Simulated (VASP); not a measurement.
# MoS2 in VASP: how settings move the LDA single point

Aim: see what changed inputs do to the LDA single point of MoS2, CdI2 type. This is a trial cell built on a prototype, not taken from a measured structure, and it needn't be the compound's ground state.

Program: VASP 6.6.1. PAW datasets, plane waves. No spin polarisation. The prototype was imposed, so other structures may be more stable.

## (1) The structure to begin with

The cell comes from an earlier relaxation with r2SCAN+rVV10 in another program.

Space group P-3m1 (No. 164), trigonal; a = 3.220 Å, c = 5.945 Å in the conventional setting, 17.80 Å³ an atom. Mo has 6 S at 2.42 Å; S has 3 Mo at 2.42 Å.

Structure file:

```cif
data_structure
_symmetry_space_group_name_H-M 'P 1'
_symmetry_Int_Tables_number 1
_cell_length_a 3.2202
_cell_length_b 3.2202
_cell_length_c 5.9450
_cell_angle_alpha 90.000
_cell_angle_beta 90.000
_cell_angle_gamma 120.000
_cell_volume 53.39
loop_
_atom_site_label
_atom_site_type_symbol
_atom_site_fract_x
_atom_site_fract_y
_atom_site_fract_z
_atom_site_occupancy
Mo1 Mo 0.00000 0.00000 0.00000 1
S1 S 0.33333 0.66667 0.26003 1
S2 S 0.66667 0.33333 0.73997 1
```

## (2) Baseline

Input file INCAR:

```
ENCUT = 520.000000
SIGMA = 0.020000
EDIFF = 1.00e-07
GGA = CA
PREC = Accurate
IBRION = -1
ISIF = 2
ISMEAR = -1
NBANDS = 20
NELM = 120
NSW = 0
LASPH = .TRUE.
LCHARG = .FALSE.
LWAVE = .FALSE.
LREAL = .FALSE.
```

Input file KPOINTS:

```
KPOINTS created by Atomic Simulation Environment
0
Gamma
12 12 4
0 0 0
```

Input file POSCAR:

```
Mo S
 1.0000000000000000
     3.2202374464190364   -0.0000000000000000    0.0000000000000000
    -1.6101187232095182    2.7888074348168157   -0.0000000000000000
     0.0000000000000000   -0.0000000000000000    5.9450267968125630
 Mo  S
   1   2
Cartesian
 -0.0000000000000000  0.0000000000000000 -0.0000000000000000
 -0.0000000000000000  1.8592049565445441  1.5458917519004469
  1.6101187232095178  0.9296024782722720  4.3991350449121187
```

A file KPOINTS_OPT adds named points for the levels; it doesn't enter the self-consistent loop.

Potentials: the recommended LDA PAW datasets, 26 valence electrons.

Command:

```console
mpirun -np 1 vasp_std
```

## (3) Try 1

Changes to INCAR since step 2:

```diff
@@ -15 +15,2 @@
 LREAL = .FALSE.
+LMAXMIX = 4
```

KPOINTS is that of step 2.

POSCAR is that of step 2.

## (4) Try 2

Input file INCAR:

```
ENCUT = 520.000000
SIGMA = 0.020000
EDIFF = 1.00e-07
PREC = Accurate
IBRION = -1
ISIF = 2
ISMEAR = -1
NBANDS = 20
NSW = 0
LASPH = .TRUE.
LCHARG = .FALSE.
LWAVE = .FALSE.
LREAL = .FALSE.
NELM = 63
GGA = QQ
```

KPOINTS is that of step 2.

POSCAR is that of step 2.

What does the calculation give? Wanted: for each run, changed; ending; energy change; pressure; electronic steps; usable.

The runs gave:

| run | changed | ending | energy change (meV/atom) | pressure (GPa) | gap on the mesh (eV; negative: overlap) | electronic steps | time | usable |
| --- | --- | --- | --- | --- | --- | --- | --- | --- |
| ref. | – | converged | 0 | -5.4 | -1.05 | 15 | 22 s | yes |
| 1 | LMAXMIX = 4 | converged | 0.0 | -5.4 | -1.05 | 15 | 20 s | yes |
| 2 | GGA = QQ | refused | – | – | – | – | 0.4 s | no |

What this shows: Of 2 altered inputs, 1 gave no result, 1 gave usable results.
